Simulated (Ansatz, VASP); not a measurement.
**One calculation of Ag, two programs**

File INCAR:

```
SYSTEM = Ag
PREC     = Accurate       ! precision mode
ENCUT    = 520            ! plane-wave cutoff, eV
EDIFF    = 1E-7           ! SCF threshold, eV
ISMEAR   = 0              ! smearing method
SIGMA    = 0.023          ! smearing width, eV
LREAL    = .FALSE.        ! projectors in reciprocal space
LASPH    = .TRUE.         ! aspherical terms in the spheres
NELM     = 60             ! most SCF steps
ALGO     = Fast           ! electronic algorithm
ISIF     = 2              ! what is computed and relaxed
LWAVE    = .FALSE.        ! write WAVECAR
LCHARG   = .FALSE.        ! write CHGCAR
GGA      = PE             ! functional
NBANDS   = 12             ! bands
```

The input KPOINTS:

```
Automatic mesh
0
G
  11 11 11
  0 0 0
```

The input POSCAR:

```
Ag
1.0
    0.0000000000      2.0427500000      2.0427500000
    2.0427500000      0.0000000000      2.0427500000
    2.0427500000      2.0427500000      0.0000000000
Ag
1
Direct
    0.0000000000      0.0000000000      0.0000000000
```

input.yaml

```yaml
crystal:
  lattice:
    - [0.0, 2.04275, 2.04275]
    - [2.04275, 0.0, 2.04275]
    - [2.04275, 2.04275, 0.0]
  atoms:
    - { symbol: Ag, position: [0.0, 0.0, 0.0] }
kpoints:
  mp_grid: { grid: [11, 11, 11] }
scf:
  occupations: { method: gaussian, width: 0.023 }
hamiltonian:
  xc: pbe
  pseudopotentials: { kind: all_electron, lapw: { basis_error: 0.001 } }
output:
  forces: true
  stress: true
  eigenvalues: true
```

Alike in both runs: task single point; functional PBE; k mesh 11 × 11 × 11; occupations gaussian, width 0.023 eV; no spin polarisation.

```csv
,VASP,Ansatz
version,VASP 6.6.1,Ansatz 0.2.0
potentials or method,"VASP PAW PBE potentials, release 64 (Ag)","all-electron LAPW, scalar-relativistic"
plane-wave cutoff (eV),520,see its input
```

|  | VASP | Ansatz | Ansatz less VASP |
| --- | --- | --- | --- |
| gap on the k mesh at the Fermi level (eV) | none | none | - |
| pressure (GPa) | 4.1 | 4.3 | +0.15 |

A gap of «none» marks a metal or a gap that the smearing closes. Ansatz ran all-electron here, so the differences hold the error of VASP's frozen core and of both bases.
